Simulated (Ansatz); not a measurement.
Crystal: GaN.

```
Ga N
1.0
     3.18000    0.00000    0.00000
    -1.59000    2.75396    0.00000
     0.00000    0.00000    5.16600
Ga N
2 2
Cartesian
  1.5900 0.9180 2.5830
  0.0000 1.8360 0.0000
  1.5900 0.9180 4.5203
  0.0000 1.8360 1.9373
```

```yaml
Program: Ansatz 0.2.0
Task: relaxation of cell and atoms
Functional: PBE
Potentials_or_basis: Ansatz PAW
Cutoff: "420 eV (not typed: the program's choice for these potentials)"
k_mesh: 10 × 10 × 5
Occupations: fermi-dirac, width 0.05 eV
Spin: no spin polarisation
```

At the start: volume 11.31 Å³/atom.

**Question.** Where does the relaxation end?

**Answer.** It ends after 7 steps and the volume is 11.76 Å³/atom (+4.0 %); space group P6_3mc (No. 186, to 0.05 Å).

The path:
```tsv
step	energy change (eV)	largest force (eV/Å)	volume (Å³)
1	0.0000	0.1370	45.24
2	-0.0297	0.0979	46.27
3	-0.0344	0.0458	46.95
4	-0.0345	0.0069	46.98
5	-0.0410	0.0066	46.98
6	-0.0409	0.0000	47.03
7	-0.0410	0.0001	47.03
```

Final structure:
```
Ga N
1.0
     3.21835    0.00000    0.00000
    -1.60918    2.78717    0.00000
     0.00000    0.00000    5.24310
Ga N
2 2
Direct
  0.66667 0.33333 0.49914
  0.33333 0.66667 0.99914
  0.66667 0.33333 0.87586
  0.33333 0.66667 0.37586
```

Caveat: the plane-wave basis is chosen anew once the cell has moved, so the energies of steps on either side of that aren't comparable; the pressure holds a Pulay correction of +0.5 GPa for the finite cutoff.
